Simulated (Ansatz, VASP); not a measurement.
# Ga: VASP beside Ansatz

```xyz
2
Lattice="1.4204 -3.9820 0.0000 1.4204 3.9820 0.0000 0.0000 0.0000 3.1053" Properties=species:S:1:pos:R:3 pbc="T T T"
Ga    1.4204    2.9228    2.3290
Ga    1.4204   -2.9228    0.7763
```

Change from the starting cell: volume scaled by 0.94.

Alike in both runs: task single point; functional PBE; k mesh 10 × 10 × 8; occupations fermi-dirac, width 0.05 eV; no spin polarisation.

|  | VASP | Ansatz |
| --- | --- | --- |
| version | VASP 6.6.1 | Ansatz 0.2.0 |
| potentials or method | VASP PAW PBE potentials, release 64 (Ga_d) | Ansatz PAW |
| plane-wave cutoff (eV) | 520 | 420 |
| valence electrons in the cell | 26 | 26 |

VASP gave:

| Quantity | Value |
| --- | --- |
| gap on the k mesh at the Fermi level (eV) | none |
| pressure (GPa) | 5.7 |
| largest component of the traceless stress (GPa) | 2.67 |
| rms of the force components (eV/Å) | 0.138 |

Problem. What did Ansatz give for the same quantities?

Solution. gap on the k mesh at the Fermi level (eV): none; pressure (GPa): 5.5; largest component of the traceless stress (GPa): 2.65; rms of the force components (eV/Å): 0.137.

Atom by atom the forces differ by 0.001 eV/Å (rms over components). A gap of «none» marks a metal or a gap that the smearing closes.
